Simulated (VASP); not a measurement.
The system is MgO.

```
Mg O
1.0
     0.00000    2.09700    2.09700
     2.09700    0.00000    2.09700
     2.09700    2.09700    0.00000
Mg O
1 1
Direct
  0.00000 0.00000 0.00000
  0.50000 0.50000 0.50000
```

The cell is a database's computed one.

```yaml
Program: VASP 6.6.1
Task: single point
Functional: LDA
Potentials_or_basis: VASP PAW LDA potentials, release 64 (Mg, O)
Cutoff: 900 eV
k_mesh: 13 × 13 × 13
Occupations: gaussian, width 0.05 eV
Spin: no spin polarisation
```

On this cell: pressure -5.7 GPa; largest force zero by symmetry; band gap on the k mesh 4.79 eV, direct.

The same run follows on a disturbed copy (grid = ENCUT=900 k=13x13x13 ISMEAR=0 SIGMA=0.05 PREC=Accurate EDIFF=1e-08 LREAL=False ADDGRID=False LASPH=True; atoms moved at random, drawn with an rms of 0.1 Å):

```xyz
2
Lattice="0.0000 2.0970 2.0970 2.0970 0.0000 2.0970 2.0970 2.0970 0.0000" Properties=species:S:1:pos:R:3 pbc="T T T"
Mg   -0.0133   -0.0192   -0.0409
O     2.1390    2.1792    2.0919
```

What changes?

The energy moves by +20.0 meV/atom; pressure -4.2 GPa; largest force 0.673 eV/Å; band gap on the k mesh 4.78 eV, direct.

Forces on the atoms (eV/Å):
```
Mg   0.290  0.579  0.183
O   -0.290 -0.579 -0.183
```

Stress tensor (GPa, compression positive):
```
-4.94 -0.34 -0.11
-0.34 -2.22 -0.22
-0.11 -0.22 -5.59
```

Caveats: an odd mesh through Γ misses points on the zone boundary, where band edges often lie.
